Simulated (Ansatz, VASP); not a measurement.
## Two plane-wave programs on Na

INCAR

```
ALGO = Fast
EDIFF = 1E-6
ENCUT = 520
GGA = PE
ISIF = 2
ISMEAR = 0
LASPH = T
LCHARG = F
LREAL = F
LWAVE = F
NBANDS = 38
NELM = 100
PREC = Accurate
SIGMA = 0.1
```

File KPOINTS:

```
k-points
0
Gamma
  4 4 4
```

The input POSCAR:

```
Na
1.0
    6.6966880000      0.0000000000      0.0000000000
    0.0000000000      6.6966880000      0.0000000000
    0.0000000000      0.0000000000      6.6966880000
Na
8
Direct
    0.0000000000      0.0000000000      0.0000000000
    0.5000000000      0.2500000000      0.0000000000
    0.5000000000      0.7500000000      0.0000000000
    0.0000000000      0.5000000000      0.2500000000
    0.2500000000      0.0000000000      0.5000000000
    0.7500000000      0.0000000000      0.5000000000
    0.5000000000      0.5000000000      0.5000000000
    0.0000000000      0.5000000000      0.7500000000
```

Input for Ansatz:

```yaml
crystal:
  lattice:
    - [6.696688, 0.0, 0.0]
    - [0.0, 6.696688, 0.0]
    - [0.0, 0.0, 6.696688]
  atoms:
    - { symbol: Na, position: [0.0, 0.0, 0.0] }
    - { symbol: Na, position: [0.5, 0.25, 0.0] }
    - { symbol: Na, position: [0.5, 0.75, 0.0] }
    - { symbol: Na, position: [0.0, 0.5, 0.25] }
    - { symbol: Na, position: [0.25, 0.0, 0.5] }
    - { symbol: Na, position: [0.75, 0.0, 0.5] }
    - { symbol: Na, position: [0.5, 0.5, 0.5] }
    - { symbol: Na, position: [0.0, 0.5, 0.75] }
basis:
  ecutwfc: 420
kpoints:
  mp_grid: { grid: [4, 4, 4] }
hamiltonian:
  xc: pbe
scf:
  occupations: { method: gaussian, width: 0.1 }
  lower_state_search: "off"
output:
  forces: true
  stress: true
  eigenvalues: true
```

Alike in both runs: task single point; functional PBE; k mesh 4 × 4 × 4; occupations gaussian, width 0.1 eV; no spin polarisation.

```csv
,VASP,Ansatz
version,VASP 6.6.1,Ansatz 0.2.0
potentials or method,"VASP PAW PBE potentials, release 64 (Na_pv)","scalar-relativistic, plane waves, PAW"
plane-wave cutoff (eV),520,420
valence electrons in the cell,56,72
```

```tsv
	VASP	Ansatz	Ansatz less VASP
gap on the k mesh at the Fermi level (eV)	none	none	-
pressure (GPa)	-0.1	-0.1	+0.02
```

A gap of «none» marks a metal or a gap that the smearing closes. The two sets of potentials don't hold the same shells in valence.
